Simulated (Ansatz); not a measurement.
Phonons of ZnS

Level of theory: DFT, PBEsol, scalar-relativistic, no spin polarisation; plane waves to 420 eV with PAW datasets (Ansatz 0.2.0), Gaussian smearing of 0.05 eV; PAW files: Ansatz's generated set soft_2.

```
Zn S
1.0
     0.00000    2.67818    2.67818
     2.67818    0.00000    2.67818
     2.67818    2.67818    0.00000
Zn S
1 1
Direct
  0.00000 0.00000 0.00000
  0.75000 0.75000 0.75000
```

The chain of runs began from a cell as deposited in COD, expanded in volume.

Force constants come from finite displacements in a 3×3×3 supercell (the unit cell's 9×9×9 k-mesh, folded to it); the long-range dipole term is included. Points in reciprocal vectors of this cell: Γ = (0.000, 0.000, 0.000), X = (-0.500, -0.500, 0.000), U = (-0.375, -0.375, 0.250), K = (-0.375, 0.000, 0.375), L = (0.000, 0.000, 0.500), W = (-0.500, -0.250, 0.250).

Frequencies at the named points (cm⁻¹, imaginary ones negative):
| point | ω (cm⁻¹) |
| --- | --- |
| Γ | 0 0 0 279 279 339 |
| X | 95 95 211 314 314 330 |
| U | 91 114 197 307 309 337 |
| K | 91 114 197 307 309 337 |
| L | 75 75 193 294 294 337 |
| W | 103 109 196 304 316 336 |

Is the structure dynamically stable along this path, and where does the spectrum end?

Yes: no branch is imaginary beyond numerical noise. The highest frequency is 339 cm⁻¹, at Γ. Points that don't fit the supercell are interpolated.

What does the harmonic approximation give for the vibrational free energy, entropy and heat capacity?

Zero-point energy 39.7 meV/atom.
| T (K) | F_vib (meV/atom) | S (J/K per mole of atoms) | C_V (J/K per mole of atoms) |
| --- | --- | --- | --- |
| 100 | 35.9 | 9.5 | 12.7 |
| 200 | 19.9 | 21.0 | 20.0 |
| 300 | -6.6 | 29.7 | 22.5 |
| 400 | -40.9 | 36.3 | 23.5 |
| 500 | -81.4 | 41.6 | 24.0 |
| 600 | -126.9 | 46.0 | 24.3 |
| 700 | -176.5 | 49.8 | 24.5 |
| 800 | -229.9 | 53.0 | 24.6 |
| 900 | -286.4 | 55.9 | 24.6 |
| 1000 | -345.7 | 58.5 | 24.7 |

The highest mode, 339 cm⁻¹, is worth 490 K. At 300 K the heat capacity has reached 90 % of the classical limit 3R = 24.9 J/K per mole of atoms.

Run time: 3.3 min on 4 threads of Arm Neoverse V2, with other jobs on the host, peak memory 5.9 GiB.

